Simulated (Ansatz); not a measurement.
## Relativistic treatment of Pt

```
Pt
1.0
     0.00000    1.95790    1.95790
     1.95790    0.00000    1.95790
     1.95790    1.95790    0.00000
Pt
1
Direct
  0.00000 0.00000 0.00000
```

The cell comes from COD entry 9012957, which wasn't checked; take it as a given geometry. It is an old determination, and later ones may differ.

One fixed cell is solved with PBE by LAPW (all electrons) in Ansatz 0.2.0 under different relativistic treatments. Pressure is positive in compression.

Sampling and basis: a Γ-centred 18×18×18 k mesh, Fermi–Dirac smearing of 0.03 eV, basis error target 0.25 meV/atom, no spin polarisation.

```json
{"setting": "scalar-relativistic", "P (GPa)": "?"}
{"setting": "non-relativistic", "P (GPa)": "46.37"}
{"setting": "with spin–orbit coupling", "P (GPa)": "?"}
{"setting": "scalar-relativistic, inner shells corrected to Dirac", "P (GPa)": "11.56"}
```

Q: Give the missing entry: row "scalar-relativistic", column "P (GPa)".

A: 11.38.

Q: Give the missing entry: row "with spin–orbit coupling", column "P (GPa)".

A: 11.84.
